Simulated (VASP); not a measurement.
## CdS (F-43m) under uniaxial stress along [001]

How do the elastic response and the band edges of CdS follow uniaxial stress along [001]?

Program: VASP 6.6.1. Level of theory: LDA; plane waves and PAW (Cd, S); cell typed or built by script, in the first sound run; inputs show where later runs differ. Results are calculated unless marked as measured.

## 1. The starting structure

Symmetry: F-43m, No. 216, cubic system. The conventional cell has a = 5.820 Å, b = 5.820 Å, c = 5.820 Å, α = 90.00°, β = 90.00°, γ = 90.00°. Cd has 4 S at 2.52 Å nearest. S has 4 Cd at 2.52 Å nearest. Farther neighbours and most contacts between anions are not listed.

## 2. Relax the crystal, LDA

The series starts from the cell that this level prefers, so that zero strain is near zero stress.

This step took 2 runs in a row; the last is shown.

Level: LDA; plane waves and PAW (Cd, S); cell typed or built by script.

The input, INCAR:

```
SYSTEM = CdS
PREC = Accurate
ENCUT = 450
EDIFF = 1E-07
NELM = 120
ISMEAR = 0
SIGMA = 0.02
LREAL = .FALSE.
ALGO = Normal
GGA = CA
NBANDS = 15
LASPH = .TRUE.
LORBIT = 11
LWAVE = .FALSE.
LCHARG = .FALSE.
KPAR = 12
IBRION = 2
NSW = 40
ISIF = 3
EDIFFG = -0.005
POTIM = 0.4
```

The input, POSCAR:

```
CdS
1.0
    0.0000000000      2.8843989595      2.8843989595
    2.8843989595      0.0000000000      2.8843989595
    2.8843989595      2.8843989595      0.0000000000
Cd S
1 1
Direct
    0.0000000000      0.0000000000      0.0000000000
    0.2500000000      0.2500000000      0.2500000000
```

The input, KPOINTS:

```
Automatic mesh
0
Gamma
9 9 9
0 0 0
```

PAW data sets: Cd and S (LDA family, release 64).

Started as:

```sh
mpirun -np 12 vasp_std
```

The log of the run:

```text
[banner, memory and clock lines left out]
running   12 mpi-ranks, on    1 nodes
[...]
|                                                                             |
|           W    W    AA    RRRRR   N    N  II  N    N   GGGG   !!!           |
|           W    W   A  A   R    R  NN   N  II  NN   N  G    G  !!!           |
|           W    W  A    A  R    R  N N  N  II  N N  N  G       !!!           |
|           W WW W  AAAAAA  RRRRR   N  N N  II  N  N N  G  GGG   !            |
|           WW  WW  A    A  R   R   N   NN  II  N   NN  G    G                |
|           W    W  A    A  R    R  N    N  II  N    N   GGGG   !!!           |
|                                                                             |
|     For optimal performance we recommend to set                             |
|       NCORE = 2 up to number-of-cores-per-socket                            |
|     NCORE specifies how many cores store one orbital (NPAR=cpu/NCORE).      |
|     This setting can greatly improve the performance of VASP for DFT.       |
[...]
DAV:   4    -0.792118473961E+01   -0.23619E-01   -0.23617E-01  1323   0.402E+00
[...]
DAV:  12    -0.740676476971E+01    0.46261E-05   -0.18499E-05  1581   0.599E-02    0.643E-03
DAV:  13    -0.740676485038E+01   -0.80672E-07   -0.12593E-06  1197   0.930E-03    0.172E-03
DAV:  14    -0.740676485268E+01   -0.23001E-08   -0.26683E-08   728   0.146E-03
   1 F= -.74067649E+01 E0= -.74067649E+01  d E =-.740676E+01
[...]
N       E                     dE             d eps       ncg     rms          rms(c)
DAV:   1    -0.740683315263E+01   -0.68302E-04   -0.12254E-03  1120   0.453E-01    0.612E-02
DAV:   2    -0.740677354751E+01    0.59605E-04   -0.13797E-04  1246   0.186E-01    0.227E-02
DAV:   3    -0.740676808817E+01    0.54593E-05   -0.13229E-05  1323   0.417E-02    0.188E-02
DAV:   4    -0.740676744247E+01    0.64570E-06   -0.89516E-07  1127   0.937E-03    0.372E-03
DAV:   5    -0.740676738962E+01    0.52852E-07   -0.10868E-07   631   0.588E-03
   2 F= -.74067674E+01 E0= -.74067674E+01  d E =-.253694E-05
 trial-energy change:   -0.000003  1 .order   -0.000002   -0.000007    0.000002
 step:   0.7588(harm=  0.7588)  dis= 0.00000  next Energy=    -7.406767 (dE=-0.247E-05)
 reached required accuracy - stopping structural energy minimisation
```

Elapsed: 3 s, on 12 MPI ranks of Intel Xeon 6975P-C (Granite Rapids), shared host; peak memory 1.8 GiB; 27 s of CPU time.

The logs omit lines about the potential files and the build; timing stands in the text.

From OUTCAR (step 2):

```text
  Total        0.0033728      0.0033728      0.0033728      0.0000000     -0.0000000      0.0000000
  in kB        0.1126618      0.1126618      0.1126618      0.0000000     -0.0000000      0.0000000
  external PRESSURE =       0.1126618 kB  Pullay stress =       0.0000000 kB

 POSITION                                       TOTAL-FORCE (eV/Angst)
 -----------------------------------------------------------------------------------
      0.00000      0.00000      0.00000        -0.000000     -0.000000     -0.000000
      1.44190      1.44190      1.44190         0.000000      0.000000      0.000000
 -----------------------------------------------------------------------------------
    total drift:                                0.000000      0.000000      0.000000

  FREE ENERGIE OF THE ION-ELECTRON SYSTEM (eV)
  ---------------------------------------------------
  free  energy   TOTEN  =        -7.4067673896 eV

  energy  without entropy=       -7.4067673896  energy(sigma->0) =       -7.40676739

 reached required accuracy - stopping structural energy minimisation

[... 3 further parts left out ...]
[key lines of the parts left out:]
E-fermi :   1.5849
```

This run gave:

| Property | Result |
| --- | --- |
| energy(sigma→0) of the program | -7.4068 eV |
| stress, compression positive | xx, yy, zz 0.01, 0.01, 0.01 GPa |
| volume | 47.966 Å³ |
| ionic steps | 2 |

## 3. Strain across the axis, LDA

One member in full: the axis is strained by -2 %, and the two directions across it are strained alike until their mean stress is under 0.012 GPa or five steps are spent.

This step took 3 runs, each at a new trial strain with the atoms of the one before; the last is shown.

Level: LDA; plane waves and PAW (Cd, S); cell typed or built by script.

Edit INCAR of step 2 so:

```diff
@@ -15,7 +15,7 @@
 LCHARG = .FALSE.
-KPAR = 12
-IBRION = 2
-NSW = 40
-ISIF = 3
-EDIFFG = -0.005
-POTIM = 0.4
+KPAR = 3
+IBRION = 1
+NSW = 25
+ISIF = 2
+EDIFFG = -0.004
+POTIM = 0.3
```

The input, POSCAR:

```
CdS
1.0
    0.0000000000      2.9089672970      2.8261322030
    2.9089672970      0.0000000000      2.8261322030
    2.9089672970      2.9089672970      0.0000000000
Cd S
1 1
Direct
    0.0000000000      0.0000000000      0.0000000000
    0.2500000000      0.2500000000      0.2500000000
```

KPOINTS is that of step 2.

Started as:

```sh
mpirun -np 3 vasp_std
```

The log of the run:

```text
[banner, memory and clock lines left out]
running    3 mpi-ranks, on    1 nodes
[...]
LDA part: xc-table for (Slater(with rela. corr.)+CA(PZ))
 , standard interpolation
 POSCAR, INCAR and KPOINTS ok, starting setup
[...]
entering main loop
       N       E                     dE             d eps       ncg     rms          rms(c)
DAV:   1     0.101304557654E+03    0.10130E+03   -0.84753E+03  2322   0.982E+02
DAV:   2    -0.397626473227E+01   -0.10528E+03   -0.10005E+03  2712   0.258E+02
DAV:   3    -0.789490030437E+01   -0.39186E+01   -0.39115E+01  2789   0.520E+01
DAV:   4    -0.791986635943E+01   -0.24966E-01   -0.24963E-01  2824   0.408E+00
[...]
DAV:  12    -0.740494129733E+01    0.44178E-05   -0.18187E-05  3449   0.592E-02    0.647E-03
DAV:  13    -0.740494136261E+01   -0.65286E-07   -0.12415E-06  2544   0.938E-03    0.179E-03
DAV:  14    -0.740494136592E+01   -0.33074E-08   -0.29307E-08  1650   0.152E-03
   1 F= -.74049414E+01 E0= -.74049414E+01  d E =-.740494E+01
 BRION: g(F)=  0.153E-46 g(S)=  0.000E+00
 reached required accuracy - stopping structural energy minimisation
```

Wall time 6.6 s (3 MPI ranks); peak memory 0.46 GiB.

From OUTCAR (step 3):

```text
  Total       -0.0020223     -0.0020223      0.1590017      0.0000000     -0.0000000      0.0000000
  in kB       -0.0677408     -0.0677408      5.3261358      0.0000000     -0.0000000      0.0000000
  external PRESSURE =       1.7302181 kB  Pullay stress =       0.0000000 kB

 POSITION                                       TOTAL-FORCE (eV/Angst)
 -----------------------------------------------------------------------------------
      0.00000      0.00000      0.00000         0.000000      0.000000     -0.000000
      1.45448      1.45448      1.41307        -0.000000     -0.000000      0.000000
 -----------------------------------------------------------------------------------
    total drift:                                0.000000      0.000000     -0.000000

  FREE ENERGIE OF THE ION-ELECTRON SYSTEM (eV)
  ---------------------------------------------------
  free  energy   TOTEN  =        -7.4049413659 eV

  energy  without entropy=       -7.4049413659  energy(sigma->0) =       -7.40494137

[... 1 part as in an earlier step ...]

[... 3 further parts left out ...]
[key lines of the parts left out:]
E-fermi :   1.5955
```

Numbers from this step:

| Quantity | Value |
| --- | --- |
| energy(sigma→0) of the program | -7.4049 eV |
| stress, compression positive | xx, yy, zz -0.01, -0.01, 0.53 GPa |
| ionic steps | 1 |

## 4. Band edges, TB-mBJ with spin-orbit coupling

Short lines in KPOINTS_OPT sample the zone centre along and across the axis, for masses, and the other valleys.

Level: TB-mBJ, spin-orbit coupling; plane waves and PAW (Cd, S); cell typed or built by script.

TB-mBJ has no energy functional, so the total energy, stress and pressure in this output mean nothing.

The input, INCAR:

```
SYSTEM = CdS
PREC = Accurate
ENCUT = 450
EDIFF = 1E-06
NELM = 150
ISMEAR = 0
SIGMA = 0.02
LREAL = .FALSE.
ALGO = Normal
METAGGA = MBJ
LASPH = .TRUE.
LNONCOLLINEAR = .TRUE.
MAGMOM = 0 0 0 0 0 0
NBANDS = 28
GGA_COMPAT = .FALSE.
LSORBIT = .TRUE.
LWAVE = .FALSE.
LCHARG = .FALSE.
KPAR = 3
```

POSCAR is that of step 3.

The input, KPOINTS:

```
Automatic mesh
0
Gamma
7 7 7
0 0 0
```

The input, KPOINTS_OPT:

```
Line mode
6
Line-mode
Reciprocal
  0.00000000   0.00000000   0.00000000
  0.02248965   0.02248965   0.00000000

  0.00000000   0.00000000   0.00000000
 -0.00000000  -0.02314883  -0.02314883

  0.31000000   0.31000000   0.00000000
  0.50000000   0.50000000   0.00000000

  0.00000000   0.31000000   0.31000000
  0.00000000   0.50000000   0.50000000

  0.45000000   0.45000000   0.45000000
  0.50000000   0.50000000   0.50000000

  0.45000000   0.00000000   0.00000000
  0.50000000   0.00000000   0.00000000

  0.42500000   0.42500000   0.00000000
  0.42500000   0.44814883   0.02314883

  0.50000000   0.50000000   0.50000000
  0.48363131   0.51636869   0.50000000
```

Started as:

```sh
mpirun -np 3 vasp_ncl
```

The log of the run:

```text
[banner, memory and clock lines left out]
running    3 mpi-ranks, on    1 nodes
[...]
|                                                                             |
|               ----> ADVICE to this user running VASP <----                  |
|                                                                             |
|     You enforced a specific xc type in the INCAR file but a different       |
|     [... a line on the potential file left out ...]
|     I HOPE YOU KNOW WHAT YOU ARE DOING!                                     |
|                                                                             |

 LDA part: xc-table for (None), standard interpolation
 POSCAR, INCAR and KPOINTS ok, starting setup
[...]
entering main loop
       N       E                     dE             d eps       ncg     rms          rms(c)
DAV:   1     0.486736086404E+02    0.48674E+02   -0.81721E+03  3288   0.106E+03
DAV:   2    -0.702270410126E+02   -0.11890E+03   -0.11411E+03  3524   0.295E+02
DAV:   3    -0.762585104386E+02   -0.60315E+01   -0.59889E+01  3836   0.681E+01
DAV:   4    -0.763075735634E+02   -0.49063E-01   -0.49036E-01  3556   0.593E+00
[...]
DAV:  37    -0.740442241580E+02    0.16419E-04   -0.70636E-10  1696   0.256E-04    0.394E-04
DAV:  38    -0.740442018792E+02    0.22279E-04   -0.34190E-10  1696   0.134E-04    0.750E-05
DAV:  39    -0.740442024270E+02   -0.54780E-06   -0.11439E-10  1696   0.108E-04
   1 F= -.74044202E+02 E0= -.74044202E+02  d E =-.795057E-25  mag=     0.0000    -0.0000     0.0000
 Start KPOINTS_OPT (optional k-point list driver)
k-point batch [1-48\48]
       N       E                     dE             ncg
DAV:   1     0.264621491956E+04   -0.15406E+05     2744
DAV:   2    -0.310198826441E+04   -0.57482E+04     2984
DAV:   3    -0.336497535923E+04   -0.26299E+03     3172
DAV:   4    -0.336676147427E+04   -0.17861E+01     3172
DAV:   5    -0.336678143794E+04   -0.19964E-01     3260
DAV:   6    -0.336678184441E+04   -0.40647E-03     3252
DAV:   7    -0.336678185683E+04   -0.12419E-04     3236
DAV:   8    -0.336678185732E+04   -0.48966E-06     2292
```

The job ended after 2 min (3 MPI ranks; peak memory 1.1 GiB).

OUTCAR, selected parts (step 4):

```text
  LATTYP: Found a body centered tetragonal cell.
 ALAT       =     4.1139010039
 C/A-ratio  =     1.3739427372

 Subroutine GETGRP returns: Found  8 space group operations
 (whereof  8 operations were pure point group operations)

The static configuration has the point symmetry D_2d.

 Found     58 irreducible k-points:

   k-points           NKPTS =     58   k-points in BZ     NKDIM =     58   number of bands    NBANDS=     28

   dimension x,y,z NGX =    28 NGY =   28 NGZ =   28
   dimension x,y,z NGXF=    56 NGYF=   56 NGZF=   56

   ENCUT  =  450.0 eV  33.07 Ry    5.75 a.u.   7.02  7.02  7.12*2*pi/ulx,y,z

   NELECT =      18.0000    total number of electrons

 E-fermi :   2.1171

 k-point     1 :       0.0000    0.0000    0.0000
  band No.  band energies     occupation
    ...
     14       1.8897      1.00000
     15       1.9092      1.00000
     16       1.9092      1.00000
     17       1.9793      1.00000
     18       1.9793      1.00000
     19       4.6241      0.00000
     20       4.6241      0.00000
     21       9.3113      0.00000
     22       9.3113      0.00000
     23       9.6924      0.00000
    ...

 k-point     2 :       0.1429    0.0000    0.0000
  band No.  band energies     occupation
    ...
     14       0.9542      1.00000
     15       1.7422      1.00000
     16       1.7526      1.00000
     17       1.8068      1.00000
     18       1.8236      1.00000
     19       5.4009      0.00000
     20       5.4012      0.00000
     21       9.2276      0.00000
     22       9.2718      0.00000
     23       9.7278      0.00000
    ...

  Total      -37.3159954    -37.3159954    -37.0975000      0.0000000     -0.0000000      0.0000000
  in kB    -1249.9869128  -1249.9869128  -1242.6678969      0.0000000     -0.0000000      0.0000000
  external PRESSURE =   -1247.5472408 kB  Pullay stress =       0.0000000 kB

 POSITION                                       TOTAL-FORCE (eV/Angst)
 -----------------------------------------------------------------------------------
      0.00000      0.00000      0.00000         0.000000      0.000000     -0.000000
      1.45448      1.45448      1.41307        -0.000000     -0.000000      0.000000
 -----------------------------------------------------------------------------------
    total drift:                                0.000001      0.000001     -0.000000

  FREE ENERGIE OF THE ION-ELECTRON SYSTEM (eV)
  ---------------------------------------------------
  free  energy   TOTEN  =       -74.0442024270 eV

  energy  without entropy=      -74.0442024270  energy(sigma->0) =      -74.04420243

 Spin-Orbit-Coupling matrix elements
 Ion:    1  E_soc:     -0.0532231
 Ion:    2  E_soc:     -0.0023330

[... 1 part as in an earlier step ...]

[... 7 further parts left out ...]
```

## 5. Band edges, r2SCAN with spin-orbit coupling

Short lines in KPOINTS_OPT sample the zone centre along and across the axis, for masses, and the other valleys.

Level: r2SCAN, spin-orbit coupling; plane waves and PAW (Cd, S); cell typed or built by script.

Edit INCAR of step 4 so:

```diff
@@ -4,3 +4,3 @@
 EDIFF = 1E-06
-NELM = 150
+NELM = 100
 ISMEAR = 0
@@ -9,3 +9,3 @@
 ALGO = Normal
-METAGGA = MBJ
+METAGGA = R2SCAN
 LASPH = .TRUE.
```

POSCAR is that of step 4.

KPOINTS is that of step 4.

KPOINTS_OPT is that of step 4.

Started as:

```sh
mpirun -np 3 vasp_ncl
```

The log of the run:

```text
[banner, memory and clock lines left out]
running    3 mpi-ranks, on    1 nodes
[...]
[... a notice as in an earlier step ...]

 LDA part: xc-table for (None), standard interpolation
 POSCAR, INCAR and KPOINTS ok, starting setup
[...]
entering main loop
       N       E                     dE             d eps       ncg     rms          rms(c)
DAV:   1    -0.279852158592E+03   -0.27985E+03   -0.83412E+03  3280   0.108E+03
DAV:   2    -0.401225974377E+03   -0.12137E+03   -0.11623E+03  3512   0.299E+02
DAV:   3    -0.407640511396E+03   -0.64145E+01   -0.63704E+01  3900   0.714E+01
DAV:   4    -0.407698527971E+03   -0.58017E-01   -0.57982E-01  3584   0.651E+00
[...]
DAV:  12    -0.402606386748E+03    0.27159E-04   -0.21449E-04  3500   0.215E-01    0.385E-02
DAV:  13    -0.402606389293E+03   -0.25446E-05   -0.18094E-05  3496   0.468E-02    0.122E-02
DAV:  14    -0.402606388336E+03    0.95663E-06   -0.17235E-06  3460   0.156E-02
   1 F= -.40260639E+03 E0= -.40260639E+03  d E =-.115806E-26  mag=    -0.0000    -0.0000    -0.0000
 Start KPOINTS_OPT (optional k-point list driver)
k-point batch [1-48\48]
       N       E                     dE             ncg
DAV:   1     0.201558190387E+04   -0.16037E+05     2736
DAV:   2    -0.383133047740E+04   -0.58469E+04     2984
DAV:   3    -0.411560592915E+04   -0.28428E+03     3168
DAV:   4    -0.411797442576E+04   -0.23685E+01     3112
DAV:   5    -0.411801111237E+04   -0.36687E-01     3184
DAV:   6    -0.411801197762E+04   -0.86525E-03     3164
DAV:   7    -0.411801200422E+04   -0.26608E-04     3292
DAV:   8    -0.411801200511E+04   -0.88159E-06     2260
```

Elapsed: 2.8 min, on 3 MPI ranks; peak memory 1.1 GiB.

(Part 1 of 2 ends here.)

[Lines on the potential files, build, host, timing and source positions are cut from VASP's logs without a mark.]

[Logs are printed without paths, hosts, clocks, repeated set-up lines and the standing remarks that a program may print on its own settings, such as how far it seeks lower states.]

[Hosts, paths, dates, database ids (printed as entryN), source tags and the programs' standing remarks are cut or masked in the printed files.]

[In band tables of VASP the shares of atoms and orbitals are scaled to a sum of 1 inside the atoms' spheres.]
